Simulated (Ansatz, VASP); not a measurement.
# ZnS (Sphalerite): VASP beside Ansatz

Aim: how closely do two programs agree when they are given the same cell, functional and k mesh?

Main program and level: Ansatz 0.2.0; plane waves, with VASP 6.6.1 beside it; band structure at r2SCAN-EpsX with an exact-exchange share of 0.17.

## Step 1: The structure

It takes space group F-43m (No. 216, cubic). Conventional cell: a = 5.409 Å, b = 5.409 Å, c = 5.409 Å, α = 90.00°, β = 90.00°, γ = 90.00°. Nearest to Zn lie 4 S at 2.34 Å. Nearest to S lie 4 Zn at 2.34 Å. Farther neighbours and most contacts between anions are not listed.

## Step 2: VASP: band structure, r2SCAN-EpsX with an exact-exchange share of 0.17

The same path points are solved in both programs, so levels can be compared one by one.

Lines of VASP's logs that name or quote its potential files are left out, and so is its time.

The run reads the wave functions of an earlier VASP run, which isn't shown here.

INCAR reads:

```
SYSTEM = ZnS
PREC = Accurate
ENCUT = 400
EDIFF = 1E-06
NELM = 100
ISMEAR = 0
SIGMA = 0.02
LREAL = .FALSE.
ALGO = Normal
LHFCALC = .TRUE.
AEXX = 0.17
METAGGA = R2SCAN
LASPH = .TRUE.
NBANDS = 15
PRECFOCK = Fast
HFRCUT = -1
LORBIT = 11
LWAVE = .FALSE.
LCHARG = .FALSE.
KPAR = 4
```

POSCAR reads:

```
ZnS
1.0
    0.0000000000      2.7046500000      2.7046500000
    2.7046500000      0.0000000000      2.7046500000
    2.7046500000      2.7046500000      0.0000000000
Zn S
1 1
Direct
    0.0000000000      0.0000000000      0.0000000000
    0.2500000000      0.2500000000      0.2500000000
```

KPOINTS reads:

```
Automatic mesh
0
Gamma
5 5 5
0 0 0
```

KPOINTS_OPT reads:

```
Line mode
6
Line-mode
Reciprocal
  0.00000000   0.00000000   0.00000000 GAMMA
  0.50000000   0.00000000   0.50000000 X

  0.50000000   0.00000000   0.50000000 X
  0.50000000   0.25000000   0.75000000 W

  0.50000000   0.25000000   0.75000000 W
  0.37500000   0.37500000   0.75000000 K

  0.37500000   0.37500000   0.75000000 K
  0.00000000   0.00000000   0.00000000 GAMMA

  0.00000000   0.00000000   0.00000000 GAMMA
  0.50000000   0.50000000   0.50000000 L

  0.50000000   0.50000000   0.50000000 L
  0.62500000   0.25000000   0.62500000 U

  0.62500000   0.25000000   0.62500000 U
  0.50000000   0.25000000   0.75000000 W

  0.50000000   0.25000000   0.75000000 W
  0.50000000   0.50000000   0.50000000 L

  0.50000000   0.50000000   0.50000000 L
  0.37500000   0.37500000   0.75000000 K

  0.62500000   0.25000000   0.62500000 U
  0.50000000   0.00000000   0.50000000 X
```

Potentials, in the order of the species: Zn and S (PBE family, release 64).

The run is started by

```console
mpirun -np 4 vasp_std
```

Numbers of over 12 decimals in the logs are rounded to 6 here.

Log:

```text
[banner, memory and clock lines left out]
running    4 mpi-ranks, on    1 nodes
 distrk:  each k-point on    1 cores,    4 groups
 distr:  one band on    1 cores,    1 groups

 POSCAR found type information on POSCAR ZnS
 POSCAR found :  2 types and       2 ions
|                                                                             |
|               ----> ADVICE to this user running VASP <----                  |
|                                                                             |
|     You enforced a specific xc type in the INCAR file but a different       |
|     [... a line on the potential file left out ...]
|     I HOPE YOU KNOW WHAT YOU ARE DOING!                                     |
|                                                                             |

 LDA part: xc-table for (None), standard interpolation
 found WAVECAR, reading the header
 POSCAR, INCAR and KPOINTS ok, starting setup
 FFT: planning ... GRIDC
 FFT: planning ... GRID_SOFT
 FFT: planning ... GRID
 HFRCUT set to (new)   10.569673
 reading WAVECAR
 the WAVECAR file was read successfully
 initial charge from wavefunction
 entering main loop
       N       E                     dE             d eps       ncg     rms          rms(c)
DAV:   1    -0.183464530199E+02   -0.18346E+02   -0.84375E-01   396   0.259E+01    0.233E+00
DAV:   2    -0.183167507824E+02    0.29702E-01   -0.23399E-01   363   0.112E+01    0.103E+00
DAV:   3    -0.183216042733E+02   -0.48535E-02   -0.23492E-02   377   0.252E+00    0.661E-01
DAV:   4    -0.183221373337E+02   -0.53306E-03   -0.23568E-03   356   0.664E-01    0.380E-01
DAV:   5    -0.183221885557E+02   -0.51222E-04   -0.18839E-04   442   0.158E-01    0.226E-01
DAV:   6    -0.183222310953E+02   -0.42540E-04   -0.50517E-05   321   0.716E-02    0.138E-01
DAV:   7    -0.183222530192E+02   -0.21924E-04   -0.55601E-06   328   0.258E-02    0.806E-02
DAV:   8    -0.183222637525E+02   -0.10733E-04   -0.17201E-06   309   0.145E-02    0.462E-02
DAV:   9    -0.183222693268E+02   -0.55743E-05   -0.94126E-07   249   0.104E-02    0.260E-02
DAV:  10    -0.183222723907E+02   -0.30639E-05   -0.35258E-07   178   0.656E-03    0.146E-02
DAV:  11    -0.183222741020E+02   -0.17113E-05   -0.16992E-07   171   0.446E-03    0.812E-03
DAV:  12    -0.183222751251E+02   -0.10231E-05   -0.57366E-08   171   0.277E-03    0.458E-03
DAV:  13    -0.183222757079E+02   -0.58281E-06   -0.39385E-08   171   0.219E-03
   1 F= -.18322276E+02 E0= -.18322276E+02  d E =-.331534E-26
 Start KPOINTS_OPT (optional k-point list driver)
k-point batch [1-10\60]
       N       E                     dE             ncg
DAV:   1     0.112288158216E+03   -0.40019E+04      300
DAV:   2    -0.861999050753E+03   -0.97429E+03      349
DAV:   3    -0.923477523573E+03   -0.61478E+02      363
DAV:   4    -0.924352355988E+03   -0.87483E+00      405
DAV:   5    -0.924361380951E+03   -0.90250E-02      426
DAV:   6    -0.924361530490E+03   -0.14954E-03      419
DAV:   7    -0.924361533741E+03   -0.32506E-05      398
DAV:   8    -0.924361533811E+03   -0.70308E-07      318
[...]
k-point batch [51-60\60]
       N       E                     dE             ncg
DAV:   1     0.682155501779E+02   -0.58592E+04      300
DAV:   2    -0.901460284871E+03   -0.96968E+03      328
DAV:   3    -0.962122826181E+03   -0.60663E+02      363
DAV:   4    -0.963015817774E+03   -0.89299E+00      398
DAV:   5    -0.963024966841E+03   -0.91491E-02      412
DAV:   6    -0.963025118265E+03   -0.15142E-03      398
DAV:   7    -0.963025121355E+03   -0.30901E-05      391
DAV:   8    -0.963025121419E+03   -0.63453E-07      269
```

Parts of OUTCAR (step 2):

```text
ion  position               nearest neighbor table
   1  0.000  0.000  0.000-   2 2.34   2 2.34   2 2.34   2 2.34
   2  0.250  0.250  0.250-   1 2.34   1 2.34   1 2.34   1 2.34

  LATTYP: Found a face centered cubic cell.
 ALAT       =     5.4093000000

 Subroutine GETGRP returns: Found 24 space group operations
 (whereof 24 operations were pure point group operations)

The static configuration has the point symmetry T_d .

 Found     10 irreducible k-points:

   k-points           NKPTS =     10   k-points in BZ     NKDIM =    125   number of bands    NBANDS=     15

   dimension x,y,z NGX =    28 NGY =   28 NGZ =   28
   dimension x,y,z NGXF=    56 NGYF=   56 NGZF=   56

   ENCUT  =  400.0 eV  29.40 Ry    5.42 a.u.   6.24  6.24  6.24*2*pi/ulx,y,z

   NELECT =      18.0000    total number of electrons

 k-points in reciprocal lattice and weights: Automatic mesh
   0.00000000  0.00000000  0.00000000       0.008
   0.20000000  0.00000000  0.00000000       0.064
   0.40000000  0.00000000  0.00000000       0.064
   0.20000000  0.20000000  0.00000000       0.048
   0.40000000  0.20000000  0.00000000       0.192
  -0.40000000  0.20000000  0.00000000       0.192
  -0.20000000  0.20000000  0.00000000       0.096
   0.40000000  0.40000000  0.00000000       0.048
  -0.40000000  0.40000000  0.00000000       0.096
  -0.40000000  0.40000000  0.20000000       0.192

  exchange ACFDT corr.  =         0.00000000  see jH, gK, PRB 81, 115126

 average (electrostatic) potential at core
       1 -35.2964       2 -88.2558

 E-fermi :   1.2770

 k-point     1 :       0.0000    0.0000    0.0000
  band No.  band energies     occupation
    ...
      5      -5.9104      2.00000
      6      -5.9104      2.00000
      7       1.1317      2.00000
      8       1.1317      2.00000
      9       1.1317      2.00000
     10       4.9317      0.00000
     11       9.2868      0.00000
     12       9.2870      0.00000
     13       9.2870      0.00000
     14      14.7885      0.00000
    ...

 k-point     2 :       0.2000    0.0000    0.0000
  band No.  band energies     occupation
    ...
      5      -5.9117      2.00000
      6      -5.9117      2.00000
      7      -1.1227      2.00000
      8       0.7827      2.00000
      9       0.7827      2.00000
     10       6.2219      0.00000
     11       9.4091      0.00000
     12       9.8284      0.00000
     13       9.8285      0.00000
     14      13.8446      0.00000
    ...

 k-point     3 :       0.4000    0.0000    0.0000
  band No.  band energies     occupation
    ...
      5      -5.8921      2.00000
      6      -5.8920      2.00000
      7      -3.8663      2.00000
      8       0.2918      2.00000
      9       0.2919      2.00000
     10       6.1924      0.00000
     11       9.8368      0.00000
     12       9.8369      0.00000
     13      11.4230      0.00000
     14      14.9083      0.00000
    ...

  energy-cutoff  :      400.00
  volume of cell :       39.57
      direct lattice vectors                 reciprocal lattice vectors
     0.000000000  2.704650000  2.704650000    -0.184866803  0.184866803  0.184866803
     2.704650000  0.000000000  2.704650000     0.184866803 -0.184866803  0.184866803
     2.704650000  2.704650000  0.000000000     0.184866803  0.184866803 -0.184866803

 POSITION                                       TOTAL-FORCE (eV/Angst)
 -----------------------------------------------------------------------------------
      0.00000      0.00000      0.00000        -0.000000      0.000000     -0.000000
      1.35232      1.35232      1.35232         0.000000     -0.000000      0.000000
 -----------------------------------------------------------------------------------
    total drift:                                0.000091      0.000048      0.000052

  FREE ENERGIE OF THE ION-ELECTRON SYSTEM (eV)
  ---------------------------------------------------
  free  energy   TOTEN  =       -18.3222757079 eV

  energy  without entropy=      -18.3222757079  energy(sigma->0) =      -18.32227571

 total charge
# of ion       s       p       d       tot
------------------------------------------
    1        0.482   0.469   9.838  10.789
    2        1.300   2.480   0.000   3.779
--------------------------------------------------
tot          1.781   2.949   9.838  14.568

[... 3 further parts left out ...]
```

[end of part 1 of 2]

[Lines on the potential files, build, host, timing and source positions are cut from VASP's logs without a mark.]

[Logs are printed without paths, hosts, clocks, repeated set-up lines and the standing remarks that a program may print on its own settings, such as how far it seeks lower states.]

[Hosts, paths, dates, database ids (printed as entryN), source tags and the programs' standing remarks are cut or masked in the printed files.]
